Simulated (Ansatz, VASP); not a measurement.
**SnO in VASP and in Ansatz**

Contents of INCAR:

```
SYSTEM = SnO
PREC = Accurate ; ENCUT = 520
EDIFF = 1E-6 ; ISMEAR = 0
SIGMA = 0.05 ; LREAL = .FALSE.
LASPH = .TRUE. ; NELM = 80
ALGO = Normal ; ISIF = 2
LWAVE = .FALSE. ; LCHARG = .FALSE.
LDIPOL = .TRUE. ; IDIPOL = 3
DIPOL = 0.5 0.5 0.403 ; GGA = PE
IVDW = 12 ; NBANDS = 50
```

Contents of KPOINTS:

```
regular mesh
0
G
  7 7 1
  0 0 0
```

File POSCAR:

```
SnO
1.0
    3.8201636883      0.0000000000      0.0000000000
    0.0000000000      3.8201636883      0.0000000000
    0.0000000000      0.0000000000     22.2260802162
Sn O
4 4
Direct
    0.7500000000      0.2500000000      0.2024648501
    0.2500000000      0.7500000000      0.3087831971
    0.3750000000      0.8750000000      0.4977503906
    0.8750000000      0.3750000000      0.6040687375
    0.2500000000      0.2500000000      0.2556240236
    0.7500000000      0.7500000000      0.2556240236
    0.8750000000      0.8750000000      0.5509095640
    0.3750000000      0.3750000000      0.5509095640
```

Input for Ansatz:

```yaml
crystal:
  lattice:
    - [3.8201636883, 0.0, 0.0]
    - [0.0, 3.8201636883, 0.0]
    - [0.0, 0.0, 22.2260802162]
  atoms:
    - { symbol: Sn, position: [0.75, 0.25, 0.2024648501] }
    - { symbol: O, position: [0.25, 0.25, 0.2556240236] }
    - { symbol: O, position: [0.75, 0.75, 0.2556240236] }
    - { symbol: Sn, position: [0.25, 0.75, 0.3087831971] }
    - { symbol: Sn, position: [0.375, 0.875, 0.4977503906] }
    - { symbol: O, position: [0.875, 0.875, 0.550909564] }
    - { symbol: O, position: [0.375, 0.375, 0.550909564] }
    - { symbol: Sn, position: [0.875, 0.375, 0.6040687375] }
basis:
  ecutwfc: 420
kpoints:
  mp_grid: { grid: [7, 7, 1] }
hamiltonian:
  xc: pbe
  pseudopotentials: { kind: paw, azcp: { folder: soft_1 } }
  dispersion: d3bj
scf:
  occupations: { method: gaussian, width: 0.05 }
output:
  forces: true
  eigenvalues: true
efield:
  axis: 3
  dipole_correction: true
  ramp_width: 0.04
```

Alike in both runs: task single point; functional PBE; dispersion D3(BJ); k mesh 7 × 7 × 1; occupations gaussian, width 0.05 eV; no spin polarisation.

|  | VASP | Ansatz |
| --- | --- | --- |
| version | VASP 6.6.1 | Ansatz 0.2.0 |
| potentials or method | VASP PAW PBE potentials, release 64 (Sn_d, O) | scalar-relativistic, plane waves, PAW |
| plane-wave cutoff (eV) | 520 | 420 |
| valence electrons in the cell | 80 | 80 |

|  | VASP | Ansatz | Ansatz less VASP |
| --- | --- | --- | --- |
| gap on the k mesh at the Fermi level (eV) | 2.46 | 2.47 | +0.008 |
| least direct gap on the mesh (eV) | 2.55 | 2.59 | +0.042 |
| rms of the force components (eV/Å) | 0.031 | 0.017 | -0.0135 |

Caveats: spin-orbit coupling is left out, which moves the levels of the heavy elements.
